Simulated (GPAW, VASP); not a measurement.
Given: the input of a run of GPAW 26.7.0 (ASE script) on FeO. 

The input run.py:

```python
from ase.dft.bandgap import bandgap
from ase.io import read, write
from ase.units import GPa
from gpaw import GPAW, PW

atoms = read('POSCAR')
atoms.set_initial_magnetic_moments([1.56, 0.0])

calc = GPAW(mode=PW(800),
            xc='PBE',
            kpts={'size': (8, 8, 8), 'gamma': True},
            occupations={'name': 'methfessel-paxton', 'order': 0, 'width': 0.05},
            setups={'Fe': ':d,5.0'},
            nbands=17,
            convergence={'density': 1e-05, 'energy': 1e-05},
            maxiter=150,
            txt='gpaw.txt')
atoms.calc = calc
energy = atoms.get_potential_energy()
forces = atoms.get_forces()
stress = atoms.get_stress()
calc.write('gs.gpw')
write('result.traj', atoms)
print(f'Energy: {energy:.6f} eV')
print('Forces (eV/A):')
print(forces.round(4))
print('Stress (GPa):', (stress / GPa).round(3))
print('Moments:', calc.get_magnetic_moments().round(3))
print('Fermi level:', round(calc.get_fermi_level(), 4), 'eV')
print(f'Gap: {bandgap(calc)[0]:.4f} eV, direct: {bandgap(calc, direct=True)[0]:.4f} eV')
```

File POSCAR:

```
FeO
1.0
    1.5176821112      0.8762341755      2.5157945800
   -1.5176821112      0.8762341755      2.5157945800
    0.0000000000     -1.7524683509      2.5157945800
Fe O
1 1
Direct
    0.0000000000      0.0000000000      0.0000000000
    0.5000000000      0.5000000000      0.5000000000
```

Potentials or basis: GPAW PAW data sets (gpaw-data 1.2.1), pw.

Launch:

```console
$ OMP_NUM_THREADS=1 python run.py
```

Problem. Translate it to VASP 6.6.1. Potentials or basis there: PBE PAW files Fe, O, 520 eV.

Solution. As run (cutoffs and basis follow the program's own potentials, and thresholds, step limits or extra output files can differ):

INCAR

```
ALGO = Normal ; EDIFF = 1E-6
ENCUT = 520 ; GGA = PE
ISIF = 2 ; ISMEAR = 0
ISPIN = 2 ; LASPH = True
LCHARG = True ; LDAU = True
LDAUJ = 0 0 ; LDAUL = 2 -1
LDAUPRINT = 1 ; LDAUTYPE = 2
LDAUU = 5 0 ; LELF = True
LMAXMIX = 4 ; LORBIT = 11
LREAL = False ; LVHAR = True
LWAVE = False ; MAGMOM = 1.56 0
NELM = 100 ; PREC = Accurate
SIGMA = 0.05
```

File KPOINTS:

```
k-points
0
Gamma
  8 8 8
```

POSCAR

```
FeO
1.0
    1.5176821100      0.8762341800      2.5157945800
   -1.5176821100      0.8762341800      2.5157945800
    0.0000000000     -1.7524683500      2.5157945800
Fe O
1 1
Direct
    0.0000000000      0.0000000000      0.0000000000
    0.5000000000      0.5000000000      0.5000000000
```

Potentials or basis: VASP PAW PBE potentials, release 64 (Fe, O).

Run with:

```console
$ cat potpaw_PBE.64/Fe/POTCAR potpaw_PBE.64/O/POTCAR > POTCAR
$ mpirun -np 1 vasp_std > vasp.out
```

Both were run:

|  | GPAW | VASP |
| --- | --- | --- |
| Pressure | 2.1 GPa | -1.0 GPa |
| Net moment | 4.00 μB per cell | 4.00 μB per cell |

The magnetic state is the one that the start led to; the real crystal's order can differ.

The two runs disagree by more than potentials and bases usually give (in gap, levels, pressure or energy); the cause wasn't traced.

How U acts hangs on each program's projectors.

Pressure is positive in compression.
